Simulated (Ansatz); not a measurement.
# PbS: equation of state

One table from this session's results is given with a row withheld; the runs are named, their logs left out.

Computed with Ansatz 0.2.0 (DFT PBE, scalar-relativistic, unless a step's input says otherwise).

## Starting point

It takes space group C2/m (No. 12, monoclinic). Conventional cell: a = 5.881 Å, b = 5.800 Å, c = 11.759 Å, α = 90.00°, β = 95.27°, γ = 90.00°. Pb (site symmetry m) is surrounded by 5 S at 2.75 to 2.98 Å. S (site symmetry m) is surrounded by 5 Pb at 2.75 to 2.98 Å.

Coordinates:

```xyz
4
Lattice="2.9405 -2.9000 0.0000 2.9405 2.9000 0.0000 -1.0801 0.0000 11.7093" Properties=species:S:1:pos:R:3 pbc="T T T"
Pb    3.8740    0.0000    7.4516
Pb    0.9270    0.0000    4.2577
S     0.9319    0.0000    7.0092
S     3.8690    0.0000    4.7001
```

Atoms are numbered in the order of the input: Pb1, Pb2, S3, S4.

Set-up of the first run:

input.yaml reads:

```yaml
crystal:
  lattice:
    - [2.8804729527, -2.8407997153, 0.0]
    - [2.8804729527, 2.8407997153, 0.0]
    - [-1.0580019767, 0.0, 11.4702578269]
  atoms:
    - { symbol: Pb, position: [0.7756, 0.7756, 0.63638] }
    - { symbol: Pb, position: [0.2244, 0.2244, 0.36362] }
    - { symbol: S, position: [0.2684, 0.2684, 0.5986] }
    - { symbol: S, position: [0.7316, 0.7316, 0.4014] }
kpoints:
  mp_grid: { grid: [7, 7, 3] }
  band_path:
    path:
      - [0.0, 0.0, 0.0]
      - [-0.4952296494, 0.4952296494, 0.0]
      - [-0.5047703506, -0.4952296494, 0.0]
      - [-0.5, -0.5, 0.0]
      - [0.0, 0.0, 0.0]
      - [-0.5, -0.5, 0.5]
      - [-0.5160352562, -0.4839647438, 0.5]
      - [-0.4839647438, 0.4839647438, 0.5]
      - [0.0, 0.0, 0.5]
    npoints: 5
scf:
  occupations: { method: fermi_dirac, width: 0.01 }
hamiltonian:
  xc: pbe
  pseudopotentials: { kind: all_electron, lapw: { basis_error: 0.0005 } }
output:
  forces: true
  stress: true
  eigenvalues: true
```

The run is started by

```bash
ansatz run input.yaml --threads 1 --pin off --max-ram 4096MiB --backend cpu --events-out ev --progress --plain --runs-dir out
```

Among the steps run: Volume × 0.94, LAPW; Volume × 0.94, PAW; Volume × 0.94, crystal datasets; Volume × 0.98, LAPW; Volume × 0.98, PAW; Volume × 0.98, crystal datasets; Volume × 1.01, LAPW; Volume × 1.01, PAW; Volume × 1.01, crystal datasets; Volume × 1.04, LAPW; Volume × 1.04, PAW; Volume × 1.04, crystal datasets.

One table of the session follows, with a row left open; its other results are not shown here.

It belongs to the step «The equation of state». 

| method | volume (Å³/atom) | gap on the k mesh (eV) | largest force (eV/Å) |
| --- | --- | --- | --- |
| LAPW | 46.930 | 1.16 | 0.070 |
| LAPW | 48.927 | 1.24 | 0.262 |
| LAPW | 50.424 | 1.29 | 0.474 |
| LAPW | 51.922 | 1.33 | 0.662 |
| PAW | 46.930 | 1.16 | 0.070 |
| PAW | 48.927 | 1.24 | 0.263 |
| PAW | 50.424 | ? | ? |
| PAW | 51.922 | 1.33 | 0.663 |
| crystal datasets | 46.930 | 1.16 | 0.070 |
| crystal datasets | 48.927 | 1.24 | 0.262 |
| crystal datasets | 50.424 | 1.29 | 0.474 |
| crystal datasets | 51.922 | 1.33 | 0.662 |

Q: Estimate the row for PAW, 50.424 from the others.

The run gave: gap on the k mesh (eV): 1.29; largest force (eV/Å): 0.475.

Caveats from the session: Warnings in the runs' records: gradients without spin orbit, crystal datasets made.
